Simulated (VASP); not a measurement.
# Al in VASP: a series of runs, part 2 of 2

VASP 6.6.1. The steps go on from the part before.

### Step 3. Work function, PBEsol

Contents of INCAR:

```
PREC = Accurate
ENCUT = 520
EDIFF = 1E-6
ISMEAR = -1
SIGMA = 0.05
LREAL = F
LASPH = T
NELM = 80
ALGO = Normal
ISIF = 2
LWAVE = F
LCHARG = T
LDIPOL = T
IDIPOL = 3
DIPOL = 0.5 0.5 0.500
GGA = PS
LELF = T
LVHAR = T
LVACPOTAV = T
```

Contents of KPOINTS:

```
Automatic mesh
0
Gamma
  8 8 1
```

Contents of POSCAR:

```
Al
1.0
    2.8270770242      0.0000000000      0.0000000000
   -1.4135385121      2.4483205214      0.0000000000
    0.0000000000      0.0000000000     26.4824913375
Al
6
Direct
    0.6666666700      0.3333333400      0.2832059833
    0.0000000000      0.0000000000      0.3699235900
    0.3333333300      0.6666666600      0.4566411967
    0.0000000000      0.0000000000      0.5433588033
    0.6666666700      0.3333333400      0.6300764100
    0.0000000000      0.0000000000      0.7167940167
```

Potentials or basis: VASP PAW PBE potentials, release 64 (Al).

The run is started by

```bash
$ cat potpaw_PBE.64/Al/POTCAR > POTCAR
$ mpirun -np 1 vasp_std > vasp.out
```

OUTCAR:

```text
PREC = Accurate
   ENCUT = 520
   EDIFF = 1E-6
   ISMEAR = -1
   LREAL = F
   LASPH = T
   NELM = 80
   ISIF = 2
   GGA = PS

 ion  position               nearest neighbor table
   1  0.667  0.333  0.283-   2 2.82   2 2.82   2 2.82
   2  0.000  0.000  0.370-   3 2.82   1 2.82   1 2.82   3 2.82   1 2.82   3 2.82
   3  0.333  0.667  0.457-   4 2.82   2 2.82   4 2.82   4 2.82   2 2.82   2 2.82
   4  0.000  0.000  0.543-   3 2.82   5 2.82   3 2.82   3 2.82   5 2.82   5 2.82
   5  0.667  0.333  0.630-   4 2.82   6 2.82   4 2.82   6 2.82   4 2.82   6 2.82
   6  0.000  0.000  0.717-   5 2.82   5 2.82   5 2.82

  LATTYP: Found a hexagonal cell.
 ALAT       =     2.8270770242
 C/A-ratio  =     9.3674459913

  Lattice vectors:

 A1 = (   2.8270770242,   0.0000000000,   0.0000000000)
 A2 = (  -1.4135385121,   2.4483205214,   0.0000000000)
 A3 = (   0.0000000000,   0.0000000000,  26.4824913375)

Analysis of symmetry for initial positions (statically):
=====================================================================
 Subroutine PRICEL returns:
 Original cell was already a primitive cell.

 Routine SETGRP: Setting up the symmetry group for a
 hexagonal supercell.

 Subroutine GETGRP returns: Found  6 space group operations
 (whereof  6 operations were pure point group operations)
 out of a pool of 24 trial point group operations.

The static configuration has the point symmetry C_3v.

Analysis of symmetry for dynamics (positions and initial velocities):
=====================================================================
 Subroutine PRICEL returns:
 Original cell was already a primitive cell.

 Routine SETGRP: Setting up the symmetry group for a
 hexagonal supercell.

 Subroutine GETGRP returns: Found  6 space group operations
 (whereof  6 operations were pure point group operations)
 out of a pool of 24 trial point group operations.

The dynamic configuration has the point symmetry C_3v.

 Subroutine INISYM returns: Found  6 space group operations
 (whereof  6 operations are pure point group operations),
 and found     1 'primitive' translations

[... 132 lines left out ...]
  ---------------------------------------------------
  ext. energy  EPLUGINS =         0.00000000
  ---------------------------------------------------
  free energy    TOTEN  =       -23.64788341 eV

  energy without entropy =      -23.63123049  energy(sigma->0) =      -23.63955695

 E-fermi :   2.4904     XC(G=0):  -6.1119

 val. band max:        2.1412804902   @ k =   0.2500   0.0000   0.0000
 cond. band min:       2.5416357784   @ k =   0.3750   0.2500   0.0000
 fundamental gap:      0.4003552882
 Fermi energy:         2.4904207397

 k-point     1 :       0.0000    0.0000    0.0000
  band No.  band energies     occupation
      1      -8.7957      2.00000
      2      -8.2835      2.00000
      3      -7.4706      2.00000
      4      -6.3063      2.00000
      5      -4.8657      2.00000
      6      -3.1053      2.00000
      7      -1.4141      2.00000
      8       0.7518      2.00000
      9       2.8884      0.00070
     10       4.8269      0.00000
     11       6.0057      0.00000
     12       6.9515      0.00000
     13       7.0584      0.00000
[... 130 lines left out ...]
  band No.  band energies     occupation
      1      -1.7222      2.00000
      2      -1.6411      2.00000
      3      -1.2483      2.00000
      4      -1.1743      2.00000
      5      -0.4983      2.00000
      6      -0.4514      2.00000
      7       0.6671      2.00000
      8       0.8109      2.00000
      9       1.1797      2.00000
     10       1.4584      2.00000
     11       2.0414      1.99975
     12       2.5416      0.52838
     13       2.6705      0.05309

------------------------ aborting loop because EDIFF is reached ----------------------------------------

  FORCE on cell =-STRESS in cart. coord.  units (eV):
  Direction    XX          YY          ZZ          XY          YZ          ZX
  --------------------------------------------------------------------------------------
  -------------------------------------------------------------------------------------
  Total       -0.8097237     -0.8097237      2.0138618      0.0000000      0.0000000      0.0000000
  in kB       -7.0775458     -7.0775458     17.6025464      0.0000000      0.0000000      0.0000000
  external PRESSURE =       1.1491516 kB  Pullay stress =       0.0000000 kB

 VOLUME and BASIS-vectors are now :
 -----------------------------------------------------------------------------
  energy-cutoff  :      520.00
  volume of cell :      183.30
      direct lattice vectors                 reciprocal lattice vectors
     2.827077024  0.000000000  0.000000000     0.353722234  0.204221627  0.000000000
    -1.413538512  2.448320521  0.000000000     0.000000000  0.408443254  0.000000000
     0.000000000  0.000000000 26.482491338     0.000000000  0.000000000  0.037760798

 POSITION                                       TOTAL-FORCE (eV/Angst)
 -----------------------------------------------------------------------------------
      1.41354      0.81611      7.50000         0.000000      0.000000     -0.152971
      0.00000      0.00000      9.79650        -0.000000      0.000000      0.041033
      0.00000      1.63221     12.09300        -0.000000      0.000000     -0.169909
      0.00000      0.00000     14.38949        -0.000000      0.000000      0.174236
      1.41354      0.81611     16.68599         0.000000     -0.000000     -0.115815
      0.00000      0.00000     18.98249        -0.000000      0.000000      0.223427
 -----------------------------------------------------------------------------------
    total drift:                               -0.000000      0.000000      0.000048

  FREE ENERGIE OF THE ION-ELECTRON SYSTEM (eV)
  ---------------------------------------------------
  free  energy   TOTEN  =       -23.6478834051 eV

  energy  without entropy=      -23.6312304865  energy(sigma->0) =      -23.63955695

 vacuum level on the upper side and lower side of the slab         6.531         6.566
```

OSZICAR:

```text
N       E                     dE             d eps       ncg     rms          rms(c)
DAV:   1     0.505786402321E+02    0.50579E+02   -0.60451E+03   260   0.103E+03
DAV:   2    -0.206311153495E+02   -0.71210E+02   -0.66050E+02   335   0.153E+02
DAV:   3    -0.243551768942E+02   -0.37241E+01   -0.36471E+01   377   0.347E+01
[... 17 lines left out ...]
DAV:  21    -0.236478297907E+02   -0.10810E-03   -0.13698E-05   293   0.169E-02    0.114E-02
DAV:  22    -0.236478658722E+02   -0.36082E-04   -0.54596E-06   251   0.115E-02    0.602E-03
DAV:  23    -0.236478730283E+02   -0.71561E-05   -0.61798E-07   227   0.416E-03    0.330E-03
DAV:  24    -0.236478824352E+02   -0.94069E-05   -0.10846E-06   205   0.380E-03    0.129E-03
DAV:  25    -0.236478834051E+02   -0.96992E-06   -0.11136E-07   185   0.166E-03
   1 F= -.23647883E+02 E0= -.23639557E+02  d E =-.166529E-01
```

stdout:

```text
POSCAR found type information on POSCAR Al
 POSCAR found :  1 types and       6 ions
 scaLAPACK will be used
 -----------------------------------------------------------------------------
|                                                                             |
[... 44 lines left out ...]
|     molecular-dynamics runs (even for insulators or semiconductors),        |
|     since the presence of unoccupied bands improves wavefunction            |
|     prediction and helps to suppress 'band-crossings'.                      |
|                                                                             |
 -----------------------------------------------------------------------------
```

Run time: 29 s. Hardware: 1 thread of Intel Xeon 6975P-C (Granite Rapids), shared host; peak memory 0.31 GiB.

Results:

* Free energy: -23.6479 eV
* Largest force: 0.223 eV/Å
* Band gap on the k mesh: none (metal or under the smearing width)
* Work function of the upper face: 4.04 eV
* Work function of the lower face: 4.08 eV

Forces in eV/Å, atoms in the order of the input:
```
Al   0.000  0.000 -0.153
Al   0.000  0.000  0.041
Al   0.000  0.000 -0.170
Al   0.000  0.000  0.174
Al   0.000  0.000 -0.116
Al   0.000  0.000  0.223
```

Caveat: the PAW data sets were made with another functional, which shifts forces and pressure a little.

### Step 4. Work function, RPBE

Edit INCAR of step 3 so:

```diff
@@ -15,3 +15,3 @@
 DIPOL = 0.5 0.5 0.500
-GGA = PS
+GGA = RP
 LELF = T
```

KPOINTS is that of step 3.

POSCAR is that of step 3.

Potentials or basis: VASP PAW PBE potentials, release 64 (Al).

The run is started by

```bash
$ cat potpaw_PBE.64/Al/POTCAR > POTCAR
$ mpirun -np 1 vasp_std > vasp.out
```

OUTCAR:

```text
PREC = Accurate
   ENCUT = 520
   EDIFF = 1E-6
   ISMEAR = -1
   LREAL = F
   LASPH = T
   NELM = 80
   ISIF = 2
   GGA = RP

 ion  position               nearest neighbor table
   1  0.667  0.333  0.283-   2 2.82   2 2.82   2 2.82
   2  0.000  0.000  0.370-   3 2.82   1 2.82   1 2.82   3 2.82   1 2.82   3 2.82
   3  0.333  0.667  0.457-   4 2.82   2 2.82   4 2.82   4 2.82   2 2.82   2 2.82
   4  0.000  0.000  0.543-   3 2.82   5 2.82   3 2.82   3 2.82   5 2.82   5 2.82
   5  0.667  0.333  0.630-   4 2.82   6 2.82   4 2.82   6 2.82   4 2.82   6 2.82
   6  0.000  0.000  0.717-   5 2.82   5 2.82   5 2.82

  LATTYP: Found a hexagonal cell.
 ALAT       =     2.8270770242
[... 353 lines left out ...]
  Total        0.9224902      0.9224902      3.5172652      0.0000000      0.0000000     -0.0000000
  in kB        8.0632033      8.0632033     30.7433329      0.0000000      0.0000000     -0.0000000
  external PRESSURE =      15.6232465 kB  Pullay stress =       0.0000000 kB

 VOLUME and BASIS-vectors are now :
 -----------------------------------------------------------------------------
  energy-cutoff  :      520.00
  volume of cell :      183.30
      direct lattice vectors                 reciprocal lattice vectors
     2.827077024  0.000000000  0.000000000     0.353722234  0.204221627  0.000000000
    -1.413538512  2.448320521  0.000000000     0.000000000  0.408443254  0.000000000
     0.000000000  0.000000000 26.482491338     0.000000000  0.000000000  0.037760798

 POSITION                                       TOTAL-FORCE (eV/Angst)
 -----------------------------------------------------------------------------------
      1.41354      0.81611      7.50000        -0.000000     -0.000000     -0.286966
      0.00000      0.00000      9.79650         0.000000     -0.000000      0.045723
      0.00000      1.63221     12.09300        -0.000000      0.000000     -0.166509
      0.00000      0.00000     14.38949         0.000000     -0.000000      0.167925
      1.41354      0.81611     16.68599        -0.000000     -0.000000     -0.118215
      0.00000      0.00000     18.98249         0.000000     -0.000000      0.358040
 -----------------------------------------------------------------------------------
    total drift:                               -0.000000      0.000000      0.000030

  FREE ENERGIE OF THE ION-ELECTRON SYSTEM (eV)
  ---------------------------------------------------
  free  energy   TOTEN  =       -20.2838064452 eV

  energy  without entropy=      -20.2673878090  energy(sigma->0) =      -20.27559713

 vacuum level on the upper side and lower side of the slab         6.536         6.573
```

Wall time 27 s (1 thread of Intel Xeon 6975P-C (Granite Rapids), shared host); peak memory 0.31 GiB.

What came out:

| Quantity | Value |
| --- | --- |
| Free energy | -20.2838 eV |
| Largest force | 0.358 eV/Å |
| Band gap on the k mesh | none (metal or under the smearing width) |
| Work function of the upper face | 3.91 eV |
| Work function of the lower face | 3.95 eV |

Forces on the atoms (eV/Å):
```
Al   0.000  0.000 -0.287
Al   0.000  0.000  0.046
Al   0.000  0.000 -0.167
Al   0.000  0.000  0.168
Al   0.000  0.000 -0.118
Al   0.000  0.000  0.358
```

Caveat: the PAW data sets were made with another functional, which shifts forces and pressure a little.

### Step 5. Overview

```tsv
level	gap on the mesh (eV)	largest force (eV/Å)	work function (eV)
PBE	none	0.29	3.98
PBEsol	none	0.22	4.04
RPBE	none	0.36	3.91
```

Alike in all rows: task work function; potentials or basis VASP PAW PBE potentials, release 64 (Al); no spin polarisation; cell as given; k mesh 8 × 8 × 1; cutoff (eV) 520; smearing fermi-dirac 0.05 eV.

Every run on the cell as given and a fine mesh finds a metal.

Caveats: the PAW data sets were made with another functional, which shifts forces and pressure a little (some runs).

Absolute energies hang on the potentials; compare differences alone.
